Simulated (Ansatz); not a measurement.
The system is CuO (Tenorite).

```
Cu O
1.0
     2.34185   -1.71130    0.00000
     2.34185    1.71130    0.00000
    -0.85003    0.00000    5.05787
Cu O
2 2
Direct
  0.50000 0.00000 0.50000
  0.00000 0.50000 0.00000
  0.41840 0.58160 0.75000
  0.58160 0.41840 0.25000
```

* Program: Ansatz 0.2.0
* Task: relaxation of cell and atoms
* Functional: BLYP
* Potentials or basis: Ansatz PAW
* Cutoff: 420 eV (not typed: the program's choice for these potentials)
* k mesh: 10 × 10 × 5
* Occupations: fermi-dirac, width 0.05 eV
* Spin: no spin polarisation

At the start: volume 10.13 Å³/atom.

Where does the relaxation end?

It ends after 22 steps and the volume is 11.65 Å³/atom (+14.9 %); space group P4_2/mmc (No. 131, to 0.05 Å).

The path:
| step | energy change (eV) | largest force (eV/Å) | volume (Å³) |
| --- | --- | --- | --- |
| 1 | 0.0000 | 0.2267 | 40.54 |
| 2 | -0.1438 | 0.2497 | 42.89 |
| 3 | -0.2104 | 0.1378 | 45.06 |
| 4 | -0.2246 | 0.0021 | 44.83 |
| 5 | -0.2329 | 0.0234 | 45.26 |
| 6 | -0.2350 | 0.0044 | 45.03 |
| 7 | -0.2350 | 0.0001 | 45.06 |
| 8 | -0.3163 | 0.0011 | 45.06 |
| 9 | -0.3507 | 0.0063 | 45.88 |
| 10 | -0.3577 | 0.0133 | 46.43 |
| 11 | -0.3590 | 0.0003 | 46.31 |
| 12 | -0.3588 | 0.0006 | 46.34 |
| 13 | -0.3785 | 0.0012 | 46.34 |
| 14 | -0.3828 | 0.0013 | 46.46 |
| 15 | -0.3834 | 0.0001 | 46.55 |
| 16 | -0.3834 | 0.0000 | 46.57 |
| 17 | -0.3861 | 0.0001 | 46.57 |
| 18 | -0.3864 | 0.0001 | 46.59 |
| 19 | -0.3864 | 0.0001 | 46.59 |
| 20 | -0.3866 | 0.0001 | 46.59 |
| 21 | -0.3867 | 0.0000 | 46.59 |
| 22 | -0.3867 | 0.0000 | 46.59 |

Final structure:
```yaml
crystal:
  lattice:
    - [2.11238, -2.11588, 0.16610]
    - [2.11238, 2.11588, 0.16610]
    - [-0.40801, 0.00000, 5.18024]
  atoms:
    - { symbol: Cu, position: [0.50000, 0.00000, 0.50000] }
    - { symbol: Cu, position: [0.00000, 0.50000, 0.00000] }
    - { symbol: O, position: [0.49997, 0.50003, 0.75000] }
    - { symbol: O, position: [0.50003, 0.49997, 0.25000] }
```

Caveat: the plane-wave basis is chosen anew once the cell has moved, so the energies of steps on either side of that aren't comparable; the pressure holds a Pulay correction of +0.8 GPa for the finite cutoff; the volume moved by +15 % from the deposited cell, more than functionals usually miss; the run has no spin polarisation, though such a crystal can be magnetic; the PAW data sets come from PBE, with cores solved anew for the run's functional, which leaves a small shift of forces and pressure.
